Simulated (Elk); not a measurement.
Planning a run of Elk 11.2.3 (patched build) on RbBr (Fm-3m). The input:

```
tasks
  185
  186
  187

xctype
  20

rgkmax
  7.0

gmaxvr
  14.0

lmaxo
  7

lorbcnd
  .true.

tshift
  .false.

ngridk
  4 4 4

vkloff
  0.05 0.15 0.25

nempty
  10

swidth
  0.00551

scissor
  0.09055

gmaxrf
  2.5

wplot
  316 100 0
  0.0 0.5823

optcomp
  1 1
  2 2
  3 3

nvbse
  3

ncbse
  3

hxbse
  .false.

sppath
  './'

avec
  -0.0000000000 6.4760914291 6.4760914291
  6.4760914291 -0.0000000000 6.4760914291
  6.4760914291 6.4760914291 -0.0000000000

atoms
  2
  'Rb.in'
  1
  0.0000000000 0.0000000000 0.0000000000
  'Br.in'
  1
  0.5000000000 0.5000000000 0.5000000000
```

The database entry behind the starting cell differs from later determinations by our own check (about 0.5 % short), so it need not match the best structure at ambient conditions.

```sh
OMP_NUM_THREADS=8 elk > log
```

Q: Estimate wall time and host memory on 8 threads of Intel Xeon Platinum 8488C (Sapphire Rapids), shared host.

It took 30 s; on shared hardware allow 15 s to 60 s. Peak host memory was 0.16 GiB.

The matrix is small, so building the kernel's matrix elements and any screening outweighs its diagonalisation.

[Paths, hosts, dates, memory and timing lines, banners, echoed tables and standing remarks are left out of the program output.]

[Logs are printed without paths, hosts, clocks, repeated set-up lines and the standing remarks that a program may print on its own settings, such as how far it seeks lower states.]

[Runs of the session that timed out or met a known fault of the program may be left out.]

[Hosts, paths, dates, database ids (printed as entryN), source tags and the programs' standing remarks are cut or masked in the printed files.]
